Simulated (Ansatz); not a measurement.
GeO₂:
```
GeO2
1.0
    4.98968     0.00000     0.00000
   -2.49484     4.32119     0.00000
    0.00000     0.00000     5.69160
Ge O
3 6
Cartesian
  2.25094   0.00000   1.89720
 -1.12547   1.94937   3.79440
  1.36937   2.37182   0.00000
  1.20628   1.31706   1.39842
  3.24594   0.38614   3.29562
  3.03231   2.61799   5.19282
  0.53747   1.70320   4.29318
 -1.28856   3.00413   2.39598
  0.75109   3.93506   0.49878
```

Tensor components refer to the Cartesian frame of this cell.

Give the proper piezoelectric stress tensor with relaxed ions from PBEsol in the plane-wave PAW code Ansatz.

In C/m², rows x, y, z, Voigt columns; mesh uncertainty up to 0.00.
```
 0.24  -0.24   0.00  -0.19   0.00   0.00
 0.00   0.00   0.00   0.00   0.19  -0.24
 0.00   0.00   0.00   0.00   0.00   0.00
```

The elastic tensor of the same run (GPa):

```
55.8  21.7  23.1   0.1   0.0   0.0
21.7  55.8  23.1  -0.1   0.0   0.0
23.1  23.1   102   0.0   0.0   0.0
 0.1  -0.1   0.0  30.8   0.0   0.0
 0.0   0.0   0.0   0.0  30.8   0.1
 0.0   0.0   0.0   0.0   0.1  17.0
```

Convert to strain constants d = e·S.

In pC/N:
```
  7.2   -7.2    0.0   -6.1    0.0    0.0
  0.0    0.0    0.0    0.0    6.1  -14.3
  0.0    0.0    0.0    0.0    0.0    0.0
```

Space group P3_121. The cell was relaxed with PBEsol under the symmetry of its start; of distortions, only those at the zone centre were tested.

Potentials: the later of the program's two PAW sets.
